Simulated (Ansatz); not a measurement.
Here is an Ansatz 0.2.0 calculation.

The input input.yaml:

```yaml
crystal:
  lattice:
    - [2.5221, 0.0, 0.0]
    - [-1.26105, 2.1842026709, 0.0]
    - [0.0, 0.0, 8.2371]
  atoms:
    - { symbol: C, position: [0.6666666667, 0.3333333333, 0.84375] }
    - { symbol: C, position: [0.3333333333, 0.6666666667, 0.34375] }
    - { symbol: C, position: [0.6666666667, 0.3333333333, 0.65625] }
    - { symbol: C, position: [0.3333333333, 0.6666666667, 0.15625] }
    - { symbol: C, position: [0.0, 0.0, 0.90625] }
    - { symbol: C, position: [0.0, 0.0, 0.40625] }
    - { symbol: C, position: [0.0, 0.0, 0.59375] }
    - { symbol: C, position: [0.0, 0.0, 0.09375] }
hamiltonian:
  xc: pbe
  pseudopotentials: { kind: paw }
  dispersion: d3bj
kpoints:
  mp_grid: { grid: [12, 12, 4] }
scf:
  occupations: { method: fermi_dirac, width: 0.05 }
output:
  forces: true
  stress: true
  write_density: true
  write_potential: true
  elf: true
  volumetric_format: npy
relax:
  f_tol: 0.01
  max_steps: 40
  cell: { stress_tol: 0.05 }
```

Potentials or basis: Ansatz PAW.

The run is started by

```sh
$ ansatz run input.yaml --threads 2 --pin off --max-ram 5120MiB --backend cpu --events-out ev --progress --plain --runs-dir out
```

**Question.** Predict the relaxed cell.

**Answer.** a = 2.508 Å, b = 2.508 Å, c = 8.271 Å, α = 90.00°, β = 90.00°, γ = 120.00°.

**Question.** Predict the relaxed volume.

**Answer.** 5.63 Å³/atom.

**Question.** Predict the band gap on the k mesh.

**Answer.** 4.57 eV, indirect (least direct gap 5.32 eV).

**Question.** What does it give for the space group after relaxing (to 0.05 Å)?

**Answer.** P6_3/mmc (No. 194).

Final structure:
```yaml
crystal:
  lattice:
    - [2.50765, 0.00000, 0.00000]
    - [-1.25382, 2.17169, 0.00000]
    - [0.00000, 0.00000, 8.27080]
  atoms:
    - { symbol: C, position: [0.66667, 0.33333, 0.84445] }
    - { symbol: C, position: [0.33333, 0.66667, 0.34445] }
    - { symbol: C, position: [0.66667, 0.33333, 0.65555] }
    - { symbol: C, position: [0.33333, 0.66667, 0.15555] }
    - { symbol: C, position: [0.00000, 0.00000, 0.90703] }
    - { symbol: C, position: [0.00000, 0.00000, 0.40703] }
    - { symbol: C, position: [0.00000, 0.00000, 0.59297] }
    - { symbol: C, position: [0.00000, 0.00000, 0.09297] }
```

Caveat: the plane-wave basis is chosen anew once the cell has moved, so the energies of steps on either side of that aren't comparable; the pressure holds a Pulay correction of +1.0 GPa for the finite cutoff. A hybrid or GW would open this gap; PBE tends to underestimate it.
